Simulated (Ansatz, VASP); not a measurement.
# Hf in VASP and in Ansatz

```
Hf
1.0
     0.00000    2.14974    2.14974
     2.14974    0.00000    2.14974
     2.14974    2.14974    0.00000
Hf
1
Cartesian
  0.0000 0.0000 0.0000
```

Alike in both runs: task single point; functional PBE; k mesh 14 × 14 × 14; occupations fermi-dirac, width 0.1 eV; no spin polarisation.

|  | VASP | Ansatz |
| --- | --- | --- |
| version | VASP 6.6.1 | Ansatz 0.2.0 |
| potentials or method | VASP PAW PBE potentials, release 64 (Hf_pv) | plane waves (420 eV) with PAW, scalar-relativistic |
| plane-wave cutoff (eV) | 520 | 420 |
| valence electrons in the cell | 10 | 26 |

|  | VASP | Ansatz | Ansatz less VASP |
| --- | --- | --- | --- |
| pressure (GPa) | 15.6 | 16.1 | +0.46 |

The two sets of potentials don't hold the same shells in valence.

Caveats: so large a pressure means that the cell lies far from this level's equilibrium, or that cutoff or potentials fall short (VASP). The runs have no spin-orbit coupling, so splittings on Hf are missing.
